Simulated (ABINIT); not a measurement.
Set up this calculation in ABINIT 10.8.3 (patched build), as the native input.

```
Task                : equation of state
Functional          : PBEsol
Potentials or basis : PseudoDojo NC SR PBEsol v0.4 stringent
Cutoff              : 1306 eV
k mesh              : 11 × 11 × 11
Occupations         : fermi-dirac, width 0.05 eV
Spin                : no spin polarisation
```

Crystal: Li.

```
Li
1.0
    -1.75465    1.75465    1.75465
     1.75465   -1.75465    1.75465
     1.75465    1.75465   -1.75465
Li
1
Direct
  0.00000 0.00000 0.00000
```

The input as run:

run.abi

```
ndtset 7
getwfk -1
scalecart1 3*0.9795861087
scalecart2 3*0.9864848297
scalecart3 3*0.9932883884
scalecart4 3*1.0000000000
scalecart5 3*1.0066227096
scalecart6 3*1.0131594038
scalecart7 3*1.0196128224

pp_dirpath "./"
pseudos "Li.upf"

acell 3.0391429495 3.0391429495 3.0391429495 Angstrom
rprim
    -0.5773502692     0.5773502692     0.5773502692
     0.5773502692    -0.5773502692     0.5773502692
     0.5773502692     0.5773502692    -0.5773502692
ntypat 1
znucl 3
natom 1
typat 1
xred
     0.0000000000     0.0000000000     0.0000000000

ecut 1306.146540 eV

kptopt 1
ngkpt 11 11 11
nshiftk 1
shiftk 0.0 0.0 0.0

ixc -116133

nband 6
occopt 3
tsmear 0.05 eV

nstep 100
tolvrs 1.0e-10

iomode 3
prtwf 1
prtden 0
prteig 0
prtebands 0
```

Potentials or basis: PseudoDojo NC SR PBEsol v0.4 stringent.

Launch:

```sh
$ abinit run.abi > log 2>&1
```

It gave:

```
Equilibrium volume : 20.23 Å³/atom (rough: see the caveat)
Bulk modulus       : 13.7 GPa (rough)
```

Caveat: pressures at fixed basis lie under the slope of the energies; the minimum lies outside the volumes run.

Wall time 62 s on 1 thread of Arm Neoverse V2, with other jobs on the host, peak memory 0.12 GiB.
